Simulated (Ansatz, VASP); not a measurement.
# GaSb in two plane-wave programs

Aim: how closely do two programs agree when they are given the same cell, functional and k mesh? The cell is taken from a series of VASP runs on this material, whose earlier steps may have relaxed, scaled or displaced it; both programs get it as it stands.

Main program and level: Ansatz 0.2.0; plane waves, with VASP 6.6.1 beside it; relaxation of cell and atoms at LDA and single point at HSE06.

**1. Starting point**

Symmetry: F-43m, No. 216, cubic system. The conventional cell has a = 6.053 Å, b = 6.053 Å, c = 6.053 Å, α = 90.00°, β = 90.00°, γ = 90.00°. Sb has 4 Ga at 2.62 Å nearest. Ga has 4 Sb at 2.62 Å nearest. Farther neighbours are not listed.

**2. Ansatz: relaxation of cell and atoms, LDA**

Ansatz runs on its default PAW (the set named soft_2) files.

The relaxed volume is the usual yardstick between codes: its relative difference is about their pressure difference at one cell divided by the bulk modulus.

input.yaml reads:

```yaml
crystal:
  lattice:
    - [0.0, 3.0266505079, 3.0266505079]
    - [3.0266505079, 0.0, 3.0266505079]
    - [3.0266505079, 3.0266505079, 0.0]
  atoms:
    - { symbol: Sb, position: [0.25, 0.25, 0.25] }
    - { symbol: Ga, position: [0.0, 0.0, 0.0] }
hamiltonian:
  xc: lda
  pseudopotentials: { kind: paw }
kpoints:
  mp_grid: { grid: [6, 6, 6] }
scf:
  occupations: { method: gaussian, width: 0.03 }
relax:
  f_tol: 0.01
  max_steps: 60
  cell: { stress_tol: 0.05 }
output:
  forces: true
  stress: true
  write_density: true
  write_potential: true
  elf: true
  volumetric_format: npy
```

Command:

```
$ ansatz run input.yaml --threads 4 --pin off --max-ram 9216MiB --backend cpu --events-out ev --progress --plain --runs-dir out
```

Numbers of over 12 decimals in the logs are rounded to 6 here.

The log of the run:

```text
Engine: ansatz 0.2.0, aarch64-unknown-linux-gnu
Pseudopotentials: kind: paw
Pseudopotential: Sb, paw, valence charge 15, recommended cutoff 420 eV (normal), Sb.paw.azcp
Pseudopotential: Ga, paw, valence charge 13, recommended cutoff 420 eV (normal), Ga.paw.azcp
Functional definition: SPW92
  exchange = slater_x
  correlation = pw_c
Crystal: 2 atoms, lattice volume = 55.452 Å³
Basis set: ecut = 420 eV, 1067 PW (Γ)
Bands: 18, of which v1, the nominal top of the filled ones, is band 14 counted from 1 (13 counted from 0)
Symmetry: 24 space group operations
Space group: F-43m (ITA 216), of the structure as read, at distance tolerance 3.8e-5 Å
k-points: 16 of 216 (time reversal used)
Non-local potential: Sb, projectors of the file, l = 0: 2, l = 1: 2, l = 2: 2, l = 3: 2
Non-local potential: Ga, projectors of the file, l = 0: 2, l = 1: 2, l = 2: 3, l = 3: 1
PAW form: soft (Blöchl's): semilocal exchange-correlation on the pseudo side does not see the compensation charge
PAW frozen core: Sb, regenerated for the run's functional, and the local potential with it (the file was generated under x = pbe(κ = 0.804, μ = 0.219515), c = pbe(β = 0.066725))
PAW frozen core: Ga, regenerated for the run's functional, and the local potential with it (the file was generated under x = pbe(κ = 0.804, μ = 0.219515), c = pbe(β = 0.066725))
PAW one-centre angular grid: Sb, 590 points (default); XC on 64 Gauss nodes
PAW one-centre angular grid: Ga, 590 points (default); XC on 64 Gauss nodes
Initial density: superposition of atomic densities (neutral atoms: chi_scale 0, normalization atom), corrected by the library's trained network
Initial wavefunctions: pseudopotential atomic-orbital guess
Functional: x = slater, c = lda
SCF iter   1: F=—  HF=-10043.022291 eV  |F-HF|=—  |Δ(HF+E_count)|=         —  Δρ=5.52e-3  dr2=7.12e-3  ethr=1.77e-3  ⟨swp⟩=6.1  Hψ=1560  notcnv=0
preconditioner: auto → none  [insulator: Δε(μ)=0.036 eV  Ē_g=14.718 eV  σ=0.030 eV  W_gap=0.56  n_scr=14 (ndim 8)  ℏωp=21.2 eV  f_vac=0.085  D(μ)=0.40/eV (n_scr^D=0)  ε∞_Penn≈3.1]
SCF iter   2: F=—  HF=-10043.018873 eV  |F-HF|=—  |Δ(HF+E_count)|=   3.42e-3  Δρ=2.25e-3  dr2=9.79e-4  ethr=2.54e-5  ⟨swp⟩=2.4  Hψ=689  notcnv=0
SCF iter   3: F=—  HF=-10043.018846 eV  |F-HF|=—  |Δ(HF+E_count)|=   2.69e-5  Δρ=4.99e-4  dr2=1.04e-4  ethr=3.50e-6  ⟨swp⟩=2.6  Hψ=468  notcnv=0
SCF iter   4: F=—  HF=-10043.018829 eV  |F-HF|=—  |Δ(HF+E_count)|=   1.72e-5  Δρ=1.89e-4  dr2=1.35e-5  ethr=3.73e-7  ⟨swp⟩=2.0  Hψ=433  notcnv=0
SCF iter   5: F=—  HF=-10043.018826 eV  |F-HF|=—  |Δ(HF+E_count)|=   2.55e-6  Δρ=2.43e-5  dr2=3.26e-7  ethr=4.81e-8  ⟨swp⟩=2.0  Hψ=433  notcnv=0
SCF iter   6: F=-10043.018826 eV  HF=-10043.018826 eV  |F-HF|=7.17e-9  |Δ(HF+E_count)|=   6.44e-8  Δρ=4.96e-6  dr2=1.18e-8  ethr=3.57e-10  ⟨swp⟩=8.3  Hψ=1810  notcnv=0
SCF 1 converged in 6 iterations: F = -10043.018826 eV  dr2 = 1.18e-8
  greatest PAW one-centre occupation: 0.998 electrons in one spin orbital (limit 2), on the Sb atom at site 0 (counted from 0), in its partial waves of l = 2
relax step   1: F+E_penalty+E_count = -10043.01882631 eV  Δ(F+E_penalty+E_count) = +0.000e0 eV  max|allowed force component| = 1.665e-16 eV/Å  Δτ_max = 0.0000 Å  P = -0.142 GPa  Ω = 55.452 Å³  (6 SCF iters, dr2 threshold 1.00e-7 eV, accepted)
[...]
relax step   2: F+E_penalty+E_count = -10043.01893661 eV  Δ(F+E_penalty+E_count) = -1.103e-4 eV  max|allowed force component| = 4.626e-17 eV/Å  Δτ_max = 0.0000 Å  P = +0.014 GPa  Ω = 55.270 Å³  energy of the carried Pulay correction = +3.572e-5 eV  (4 SCF iters, dr2 threshold 5.02e-8 eV, accepted)
[...]
relax step   3: F+E_penalty+E_count = -10043.01891435 eV  Δ(F+E_penalty+E_count) = +2.226e-5 eV  max|allowed force component| = 1.735e-17 eV/Å  Δτ_max = 0.0000 Å  P = +0.014 GPa  Ω = 55.270 Å³  stress off target by 1.44e-2 GPa  SCF on the basis re-selected at this cell (its energy is not comparable with the rows above)  (5 SCF iters)
basis re-selected at this cell: Δ(F+E_penalty+E_count) = +2.226e-5 eV, ΔP = -0.000 GPa vs the last step (what re-selecting the basis moved, of the pressure what is left beyond the Pulay correction that the steps carried, after the strain that the cell walked since its last selection, with what the two solves' SCF thresholds leave and, on support functions, any second-order correction that the steps lacked; it is no m [...]
SCF converged after 5 iterations
Free energy (F): -10043.018914 eV
Harris-Foulkes:  -10043.018914 eV  (|F-HF|=3.64e-12)
Internal energy: -10043.018845 eV  (E = F + TS)
E sigma→0 (E₀):  -10043.018880 eV
Entropy (-TS):   -0.000069 eV (-0.035 meV/atom)
Fermi energy:    7.898915 eV
--- Per-component energies (eV) ---
  E_band       = -259.518831
  E_kinetic    = 325.746816
  E_local      = -3876.266092  (includes V_loc(G=0)·N_el)
  E_nonlocal   = 793.434033
  E_hartree    = 1782.252306
  E_xc         = -206.992376
  E_vxc        = -156.358927  (∫ρ·V_xc dr)
  E_paw        = -6340.136425  (= ΣΔE_a)
  E_vpaw       = -910.579171  (= ΣTr[D̂ρ^β])
  E_aug_tail   = -0.000127  (compensation charges beyond the density's cutoff)
  E_ewald      = -2523.344283
  E_core_change = 2.287303  (= ΣΔE_core)
  E_smearing   = -0.000069  (= −TS)
  E_closure    = 0.000000  (closes the sum)
  Σ components = -10043.018914   (vs F -10043.018914, Δ=0.00e0)
--- Forces (eV/Å), atoms counted from 1 ---
  atom   1  Sb    -0.00000000    -0.00000000    -0.00000000
  atom   2  Ga     0.00000000    -0.00000000    -0.00000000
  max |Σ_I F_I| component: 5.32e-17 eV/Å
--- Stress (GPa, compression-positive) ---
        0.014406      -0.000000      -0.000000
       -0.000000       0.014406       0.000000
       -0.000000       0.000000       0.014406
  P = ⅓ Tr σ = 0.0144 GPa (0.144 kbar)
--- Band table (eV; the first three rows and the last of 16) ---
  k-point 0: bands = [... 10 lower, -3.9283, 7.8586, 7.8586, 7.8586, 7.9279, 10.6180, 10.6180, 10.6180]
  k-point 1: bands = [... 10 lower, -3.6346, 5.0822, 7.4336, 7.4336, 8.8595, 11.1825, 11.1825, 11.8302]
  k-point 2: bands = [... 10 lower, -2.8486, 2.5213, 6.8671, 6.8671, 8.4065, 11.6309, 11.6309, 14.2840]
  k-point 15: bands = [... 10 lower, -1.3199, 0.9548, 4.5148, 4.6916, 10.3936, 10.6159, 13.9892, 14.0307]
--- Relaxed structure (2 steps of the walk, 2 accepted, 1 SCFs on fresh bases) ---
  F+E_penalty+E_count = -10043.01891435 eV   max|allowed force component| = 1.735e-17 eV/Å   (the final SCF, on the basis selected at the relaxed cell)
  cell:  # Å, volume = 55.2696 Å³
    - [0, 3.023328, 3.023328]
    - [3.023328, 0, 3.023328]
    - [3.023328, 3.023328, 0]
  atoms:
    - { symbol: Sb, position: [0.25, 0.25, 0.25] }
    - { symbol: Ga, position: [0, 0, 0] }
```

It took 2.3 s on 4 threads of Arm Neoverse V1, shared host; peak memory 0.35 GiB; 5.8 s of CPU time.

**3. VASP: relaxation of cell and atoms, LDA**

The same cell, functional (in two slightly different forms), mesh and smearing now go to VASP, with its own data sets and cutoff.

Lines of VASP's logs that name or quote its potential files are left out, and so is its time.

INCAR reads:

```
SYSTEM = GaSb
PREC = Accurate
ENCUT = 450
EDIFF = 1E-06
NELM = 100
ISMEAR = 0
SIGMA = 0.03
LREAL = .FALSE.
ALGO = Normal
GGA = CA
NBANDS = 15
LORBIT = 11
LWAVE = .FALSE.
LCHARG = .FALSE.
KPAR = 8
IBRION = 2
NSW = 50
ISIF = 3
EDIFFG = -0.006
```

POSCAR reads:

```
GaSb
1.0
    0.0000000000      3.0266505079      3.0266505079
    3.0266505079      0.0000000000      3.0266505079
    3.0266505079      3.0266505079      0.0000000000
Sb Ga
1 1
Direct
    0.2500000000      0.2500000000      0.2500000000
    0.0000000000      0.0000000000      0.0000000000
```

KPOINTS reads:

```
Automatic mesh
0
Gamma
6 6 6
0 0 0
```

PAW data sets: Sb and Ga_d (LDA family, release 64).

Command:

```
$ mpirun -np 8 vasp_std
```

The log of the run:

```text
[banner, memory and clock lines left out]
running    8 mpi-ranks, on    1 nodes
 distrk:  each k-point on    1 cores,    8 groups
 distr:  one band on    1 cores,    1 groups

 POSCAR found type information on POSCAR SbGa
 POSCAR found :  2 types and       2 ions
|                                                                             |
|           W    W    AA    RRRRR   N    N  II  N    N   GGGG   !!!           |
|           W    W   A  A   R    R  NN   N  II  NN   N  G    G  !!!           |
|           W    W  A    A  R    R  N N  N  II  N N  N  G       !!!           |
|           W WW W  AAAAAA  RRRRR   N  N N  II  N  N N  G  GGG   !            |
|           WW  WW  A    A  R   R   N   NN  II  N   NN  G    G                |
|           W    W  A    A  R    R  N    N  II  N    N   GGGG   !!!           |
|                                                                             |
|     For optimal performance we recommend to set                             |
|       NCORE = 2 up to number-of-cores-per-socket                            |
|     NCORE specifies how many cores store one orbital (NPAR=cpu/NCORE).      |
|     This setting can greatly improve the performance of VASP for DFT.       |
|     The default, NCORE=1 might be grossly inefficient on modern             |
|     multi-core architectures or massively parallel machines. Do your        |
|     Unfortunately you need to use the default for GW and RPA                |
|     calculations (for HF NCORE is supported but not extensively tested      |
|     yet).                                                                   |
|                                                                             |

 LDA part: xc-table for (Slater(with rela. corr.)+CA(PZ))
 , standard interpolation
 POSCAR, INCAR and KPOINTS ok, starting setup
 FFT: planning ... GRIDC
 FFT: planning ... GRID_SOFT
 FFT: planning ... GRID
 WAVECAR not read
 entering main loop
       N       E                     dE             d eps       ncg     rms          rms(c)
DAV:   1     0.771062702355E+02    0.77106E+02   -0.79735E+03   480   0.132E+03
DAV:   2    -0.305839793504E+01   -0.80165E+02   -0.78171E+02   564   0.286E+02
DAV:   3    -0.867201820799E+01   -0.56136E+01   -0.56010E+01   515   0.651E+01
DAV:   4    -0.877037492251E+01   -0.98357E-01   -0.98342E-01   649   0.984E+00
DAV:   5    -0.877262981072E+01   -0.22549E-02   -0.22549E-02   538   0.126E+00    0.344E+00
DAV:   6    -0.867794288131E+01    0.94687E-01   -0.79630E-02   738   0.455E+00    0.201E+00
DAV:   7    -0.863974371847E+01    0.38199E-01   -0.53930E-02   564   0.187E+00    0.298E-01
DAV:   8    -0.863948725174E+01    0.25647E-03   -0.49513E-03   600   0.850E-01    0.999E-02
DAV:   9    -0.863957324255E+01   -0.85991E-04   -0.35985E-04   574   0.162E-01    0.405E-02
DAV:  10    -0.863956587489E+01    0.73677E-05   -0.17669E-05   642   0.328E-02    0.155E-02
DAV:  11    -0.863956793107E+01   -0.20562E-05   -0.47729E-06   558   0.204E-02    0.564E-03
DAV:  12    -0.863956788671E+01    0.44362E-07   -0.21860E-07   408   0.348E-03
   1 F= -.86395679E+01 E0= -.86395596E+01  d E =-.863957E+01
 curvature:   0.00 expect dE= 0.000E+00 dE for cont linesearch  0.000E+00
 trial: gam= 0.00000 g(F)=  0.705E-47 g(S)=  0.173E-04 ort = 0.000E+00 (trialstep = 0.100E+01)
 search vector abs. value=  0.173E-04
 bond charge predicted
       N       E                     dE             d eps       ncg     rms          rms(c)
DAV:   1    -0.863976468645E+01   -0.19676E-03   -0.25096E-03   606   0.829E-01    0.802E-02
DAV:   2    -0.863960884885E+01    0.15584E-03   -0.28220E-04   620   0.316E-01    0.365E-02
DAV:   3    -0.863957048127E+01    0.38368E-04   -0.39838E-05   620   0.102E-01    0.837E-03
DAV:   4    -0.863956634269E+01    0.41386E-05   -0.42820E-06   557   0.268E-02    0.289E-03
DAV:   5    -0.863956593784E+01    0.40485E-06   -0.25684E-07   289   0.635E-03
   2 F= -.86395659E+01 E0= -.86395608E+01  d E =0.194887E-05
 trial-energy change:    0.000002  1 .order    0.000004   -0.000017    0.000025
 step:   0.4086(harm=  0.4086)  dis= 0.00000  next Energy=    -8.639571 (dE=-0.353E-05)
 bond charge predicted
       N       E                     dE             d eps       ncg     rms          rms(c)
DAV:   1    -0.863963971112E+01   -0.73368E-04   -0.87361E-04   606   0.489E-01    0.474E-02
DAV:   2    -0.863958521569E+01    0.54495E-04   -0.98008E-05   599   0.186E-01    0.216E-02
DAV:   3    -0.863957164731E+01    0.13568E-04   -0.13998E-05   613   0.605E-02    0.495E-03
DAV:   4    -0.863957015971E+01    0.14876E-05   -0.13331E-06   331   0.159E-02    0.166E-03
DAV:   5    -0.863957002522E+01    0.13449E-06   -0.18730E-07   282   0.508E-03
   3 F= -.86395700E+01 E0= -.86395632E+01  d E =-.213851E-05
 curvature:  -0.20 expect dE=-0.130E-05 dE for cont linesearch -0.130E-05
 trial: gam=-0.23879 g(F)=  0.147E-46 g(S)=  0.635E-05 ort = 0.105E-04 (trialstep = 0.882E+00)
 search vector abs. value=  0.233E-05
 reached required accuracy - stopping structural energy minimisation
```

From OUTCAR (step 3):

```text
ion  position               nearest neighbor table
   1  0.250  0.250  0.250-   2 2.62   2 2.62   2 2.62   2 2.62
   2  0.000  0.000  0.000-   1 2.62   1 2.62   1 2.62   1 2.62

  LATTYP: Found a face centered cubic cell.
 ALAT       =     6.0533010158

 Subroutine GETGRP returns: Found 24 space group operations
 (whereof 24 operations were pure point group operations)

The static configuration has the point symmetry T_d .

 Found     16 irreducible k-points:

   k-points           NKPTS =     16   k-points in BZ     NKDIM =     16   number of bands    NBANDS=     15

   dimension x,y,z NGX =    30 NGY =   30 NGZ =   30
   dimension x,y,z NGXF=    60 NGYF=   60 NGZF=   60

   ENCUT  =  450.0 eV  33.07 Ry    5.75 a.u.   7.40  7.40  7.40*2*pi/ulx,y,z

   NELECT =      18.0000    total number of electrons

 k-points in reciprocal lattice and weights: Automatic mesh
   0.00000000  0.00000000  0.00000000       0.005
   0.16666667  0.00000000  0.00000000       0.037
   0.33333333  0.00000000  0.00000000       0.037
   0.50000000  0.00000000  0.00000000       0.019
   0.16666667  0.16666667  0.00000000       0.028
   0.33333333  0.16666667  0.00000000       0.111
   0.50000000  0.16666667  0.00000000       0.111
  -0.33333333  0.16666667  0.00000000       0.111
  -0.16666667  0.16666667  0.00000000       0.056
[...]
-0.33333333  0.33333333  0.16666667       0.111
  -0.33333333  0.50000000  0.16666667       0.056

 average (electrostatic) potential at core
       1 -88.3359       2 -66.6019

 E-fermi :   5.0827

 k-point     1 :       0.0000    0.0000    0.0000
  band No.  band energies     occupation
    ...
      5     -10.1440      2.00000
      6      -6.7201      2.00000
      7       5.0268      1.99160
      8       5.0268      1.99160
      9       5.0268      1.99160
     10       5.1302      0.02521
     11       7.7607      0.00000
     12       7.7607      0.00000
     13       7.7607      0.00000
     14      10.6602      0.00000
    ...

 k-point     2 :       0.1667    0.0000    0.0000
  band No.  band energies     occupation
    ...
      5     -10.1443      2.00000
      6      -6.4270      2.00000
      7       2.2644      2.00000
      8       4.6011      2.00000
      9       4.6011      2.00000
     10       6.0369      0.00000
     11       8.3221      0.00000
     12       8.3221      0.00000
     13       8.9845      0.00000
     14      11.9519      0.00000
    ...

 k-point     3 :       0.3333    0.0000    0.0000
  band No.  band energies     occupation
    ...
      5     -10.1442      2.00000
      6      -5.6413      2.00000
      7      -0.2988      2.00000
      8       4.0346      2.00000
      9       4.0346      2.00000
     10       5.5837      0.00000
     11       8.7648      0.00000
     12       8.7648      0.00000
     13      11.4257      0.00000
     14      11.9778      0.00000
    ...

  Total       -0.0093649     -0.0093649     -0.0093649      0.0000000      0.0000000     -0.0000000
  in kB       -0.2707037     -0.2707037     -0.2707037      0.0000000      0.0000000     -0.0000000
  external PRESSURE =      -0.2707037 kB  Pullay stress =       0.0000000 kB

  energy-cutoff  :      450.00
  volume of cell :       55.43
      direct lattice vectors                 reciprocal lattice vectors
     0.000000000  3.026189472  3.026189472    -0.165224288  0.165224288  0.165224288
     3.026189472  0.000000000  3.026189472     0.165224288 -0.165224288  0.165224288
     3.026189472  3.026189472 -0.000000000     0.165224288  0.165224288 -0.165224288

 POSITION                                       TOTAL-FORCE (eV/Angst)
 -----------------------------------------------------------------------------------
      1.51309      1.51309      1.51309        -0.000000      0.000000     -0.000000
      0.00000      0.00000      0.00000         0.000000     -0.000000      0.000000
 -----------------------------------------------------------------------------------
    total drift:                               -0.000000     -0.000000     -0.000000

  FREE ENERGIE OF THE ION-ELECTRON SYSTEM (eV)
  ---------------------------------------------------
  free  energy   TOTEN  =        -8.6395700252 eV

  energy  without entropy=       -8.6395563264  energy(sigma->0) =       -8.63956318

 reached required accuracy - stopping structural energy minimisation

 total charge
# of ion       s       p       d       tot
------------------------------------------
    1        1.131   1.371   0.031   2.533
    2        0.914   0.803   9.967  11.683
--------------------------------------------------
tot          2.045   2.173   9.998  14.216

[... 3 further parts left out ...]
```

The run keeps the 24 symmetry operations of its start, so it cannot find a distortion of lower symmetry.

**4. Differences**

Known differences besides the potentials themselves: the two LDA forms differ slightly; both relaxations stop at a tolerance, which leaves soft axes loose, and VASP keeps its plane-wave basis; the data sets hold 28 valence electrons in Ansatz (default PAW (the set named soft_2) files) and 18 in VASP; the cutoff is 420 eV in Ansatz and 450 eV in VASP; VASP's log shows a relativistic correction to its local exchange, Ansatz's none; Ansatz adds a Pulay correction to the stress that steers its cell, VASP none. Total energies have different zeros and are not compared.

The two programs side by side:

```csv
quantity,Ansatz,VASP,difference
volume (Å³),55.27,55.43,-0.28 %
"edge a after relaxation, in the typed setting (Å)",4.276,4.280,-0.10 %
```

The walks stopped with 0.01 GPa left in Ansatz and -0.03 GPa in VASP; each walk ends within a tolerance, so the volume difference is uncertain by about these residues over the bulk modulus, most in soft cells.

(Continued in part 2 of 2.)

[Lines on the potential files, build, host, timing and source positions are cut from VASP's logs without a mark.]

[Logs are printed without paths, hosts, clocks, repeated set-up lines and the standing remarks that a program may print on its own settings, such as how far it seeks lower states.]

[Hosts, paths, dates, database ids (printed as entryN), source tags and the programs' standing remarks are cut or masked in the printed files.]
